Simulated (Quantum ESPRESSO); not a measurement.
**NiO under changes of volume**

One of the cells (9.076 Å³/atom); the others are scaled copies at fixed shape and fractional positions:

```
Ni O
1.0
     0.00000    2.08590    2.08590
     2.08590    0.00000    2.08590
     2.08590    2.08590    0.00000
Ni O
1 1
Direct
  0.00000 0.00000 0.00000
  0.50000 0.50000 0.50000
```

| Item | Value |
| --- | --- |
| Program | Quantum ESPRESSO 7.5 |
| Functional | vdW-DF-C09 |
| Potentials or basis | PseudoDojo 0.4.1 SR PBE standard |
| Cutoff | 1333 eV |
| Density cutoff | 5333 eV |
| k mesh | 9 × 9 × 9 |
| Occupations | fermi-dirac, width 0.05 eV |
| Spin | collinear spin, ferromagnetic start |
| Starting moments | [1.0, 0.0] μB |

```csv
volume (Å³/atom),energy over the lowest point (meV/atom),pressure (GPa),moment (μB per cell)
8.531,0.28,2.7,0.99
8.713,0.00,-2.0,1.04
8.894,?,?,?
9.076,14.00,-9.4,1.22
9.257,25.69,-10.4,1.56
9.439,37.50,-12.6,1.68
9.620,52.87,-15.2,1.72
```

**Question.** What does the run at 8.894 Å³/atom give?

**Answer.** Energy over the lowest point 4.72 meV/atom; pressure -6.1 GPa; moment 1.10 μB per cell.

Worked out: A Birch-Murnaghan fit of order 3 (a polynomial in V^(-2/3)) to the other rows has its minimum at 8.62 Å³/atom with B0 = V·E''(V) = 231 GPa (rough, since the energies scatter). It gives 5.24 meV/atom at 8.894 Å³/atom, against the run's 4.72, and -dE/dV = -6.1 GPa, against -6.1. A parabola through the other rows of the moment, of slope 0.7 μB per Å³/atom there, gives 1.19 μB, against the run's 1.10.

Energies are extrapolated to zero smearing.

Caveats: the potentials were made for another functional, which shifts forces and pressure; a cell with one magnetic atom can't hold antiferromagnetic order, which such compounds often take.
